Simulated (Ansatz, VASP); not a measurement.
## HgTe (Coloradoite) in VASP and in Ansatz

```
CELL_PARAMETERS angstrom
0.00000 3.21450 3.21450
3.21450 0.00000 3.21450
3.21450 3.21450 0.00000
ATOMIC_POSITIONS crystal
Hg 0.00000 0.00000 0.00000
Te 0.75000 0.75000 0.75000
```

Alike in both runs: task single point; functional PBE; k mesh 7 × 7 × 7; occupations gaussian, width 0.03 eV; no spin polarisation.

|  | VASP | Ansatz |
| --- | --- | --- |
| version | VASP 6.6.1 | Ansatz 0.2.0 |
| potentials or method | VASP PAW PBE potentials, release 64 (Hg, Te), cutoff 520 eV | all-electron LAPW, scalar-relativistic |

```csv
,VASP,Ansatz,Ansatz less VASP
gap on the k mesh at the Fermi level (eV),none,none,-
pressure (GPa),4.6,4.6,-0.07
```

A gap of «none» marks a metal or a gap that the smearing closes. Ansatz ran all-electron here, so the differences hold the error of VASP's frozen core and of both bases.

Spin-orbit coupling is left out, which matters for the levels of Hg, Te.
